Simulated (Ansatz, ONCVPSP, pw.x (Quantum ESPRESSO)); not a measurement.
What a changed setting does to a pw.x run (fcc O)

Potential: optimised norm-conserving Vanderbilt (ONCV), ONCVPSP 4.0.1.1 (patched build), PBE; core [He], reference 2s2 2p4; waves: 2s: rc 0.80 bohr, ncon 3, nbas 7, qcut 10.3 1/bohr, 2 projectors, debl 0.4 Ha; 2p: rc 1.60 bohr, ncon 4, nbas 8, qcut 10.6 1/bohr, 2 projectors, debl 0.4 Ha; local part: polynomial inside 0.60 bohr (lpopt 5, dvloc0 6 Ha); core correction: Teter function, fcfact 4.5, rcfact 1.6. In the s channel the program set the typed energies aside and used -0.881, 0.250 Ha.

The reference run (k-mesh 18³, cutoffs 120/480 Ry, Fermi–Dirac 0.01 Ry, mixing_beta 0.4, conv_thr 1e-9, no spin) gives 0.11 GPa at 8.041 Å³/atom, where all-electron LAPW gives 0.14 GPa. This run, with its own iteration cap, changes nosym to true.

```
&control
  calculation='scf', prefix='x', pseudo_dir='./', outdir='./tmp', tstress=.true., disk_io='none'
/
&system
  ibrav=0, nat=1, ntyp=1, ecutwfc=120, ecutrho=480, nbnd=10,
  occupations='smearing', smearing='fd', degauss=0.01, nosym=.true.
/
&electrons
  conv_thr=1e-09, mixing_beta=0.4, electron_maxstep=50
/
ATOMIC_SPECIES
O 1.0 O.UPF
CELL_PARAMETERS angstrom
  0.00000000 1.59010824 1.59010824
  1.59010824 0.00000000 1.59010824
  1.59010824 1.59010824 0.00000000
ATOMIC_POSITIONS crystal
O 0.0000 0.0000 0.0000
K_POINTS automatic
18 18 18 0 0 0
```

```bash
pw.x < O.scf.in > O.scf.out
```

Question: How does the run end?

Answer: It converges in 6 iterations; the free energy moves by +0.0 meV/atom and the pressure by +0.00 GPa. The result is that of the reference run.

```
lattice parameter (alat)  =       4.2495  a.u.
     unit-cell volume          =      54.2634 (a.u.)^3
     number of electrons       =         6.00
     number of Kohn-Sham states=           10
     kinetic-energy cutoff     =     120.0000  Ry
     charge density cutoff     =     480.0000  Ry
     scf convergence threshold =      1.0E-09
     Exchange-correlation= PBE
     number of k points=  2920  Fermi-Dirac smearing, width (Ry)=  0.0100
     iteration #  1     ecut=   120.00 Ry     beta= 0.40
     total energy              =     -32.99391936 Ry
     estimated scf accuracy    <       0.00021493 Ry
     iteration #  2     ecut=   120.00 Ry     beta= 0.40
     total energy              =     -32.99393860 Ry
     estimated scf accuracy    <       0.00002800 Ry
     iteration #  3     ecut=   120.00 Ry     beta= 0.40
     total energy              =     -32.99394694 Ry
     estimated scf accuracy    <       0.00000159 Ry
     iteration #  4     ecut=   120.00 Ry     beta= 0.40
     total energy              =     -32.99394730 Ry
     estimated scf accuracy    <       0.00000001 Ry
     iteration #  5     ecut=   120.00 Ry     beta= 0.40
     total energy              =     -32.99394731 Ry
     estimated scf accuracy    <          1.2E-09 Ry
     iteration #  6     ecut=   120.00 Ry     beta= 0.40
     the Fermi energy is     4.8195 ev
!    total energy              =     -32.99394731 Ry
     estimated scf accuracy    <          8.9E-12 Ry
     smearing contrib. (-TS)   =      -0.00557750 Ry
     The total energy is F=E-TS. E is the sum of the following terms:
     one-electron contribution =      -2.04960074 Ry
     hartree contribution      =       4.85606397 Ry
     xc contribution           =      -8.33023638 Ry
     ewald contribution        =     -27.46459665 Ry
     convergence has been achieved in   6 iterations
          total   stress  (Ry/bohr**3)                   (kbar)     P=        1.09
     Message from routine punch:
     Nothing written, as per user request (disk_io='none')
```

The run took about 2.9 min on one core of a shared host (Intel(R) Xeon(R) 6975P-C, 192 threads, 1512 GiB, load 27).
